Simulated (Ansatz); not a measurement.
Relaxed CaF₂ (fluorite):

```xyz
3
Lattice="0.0000 2.7555 2.7555 2.7555 0.0000 2.7555 2.7555 2.7555 0.0000" Properties=species:S:1:pos:R:3 pbc="T T T"
Ca     0.0000     0.0000     0.0000
F      1.3778     1.3778     1.3778
F      4.1333     4.1333     4.1333
```

Scan: atom 3 (F, nearest neighbour Ca at 2.386 Å; its periodic images, 3.9 Å or more away, move with it) is displaced towards the nearest neighbour, direction (0.577, 0.577, 0.577) in Cartesian axes, by s. The other atoms stay.

Computed with PBE (plane waves to 420 eV, PAW, scalar-relativistic; Ansatz, a first-principles code). k mesh 8×8×8 (Γ-centred), Fermi-Dirac smearing 0.05 eV. The energy includes the smearing's −TS. CaF2 was relaxed with its symmetry unable to fall. The PAW data are Ansatz's earlier set. ΔE is measured from the undisplaced structure.

Task: Estimate the ΔE (eV/cell) for s (Å) = -0.240, -0.144, -0.096, -0.048, 0.048, 0.096, 0.192, 0.240.

Result: 
| s (Å) | ΔE (eV/cell) |
|---|---|
| -0.240 | 0.1006 |
| -0.144 | 0.0388 |
| -0.096 | 0.0179 |
| -0.048 | 0.0046 |
| 0.048 | 0.0050 |
| 0.096 | 0.0211 |
| 0.192 | 0.0926 |
| 0.240 | 0.1523 |

(A displaced cell: forces are minus the slopes of the energy, force constants its curvatures, and phonons follow from these.)
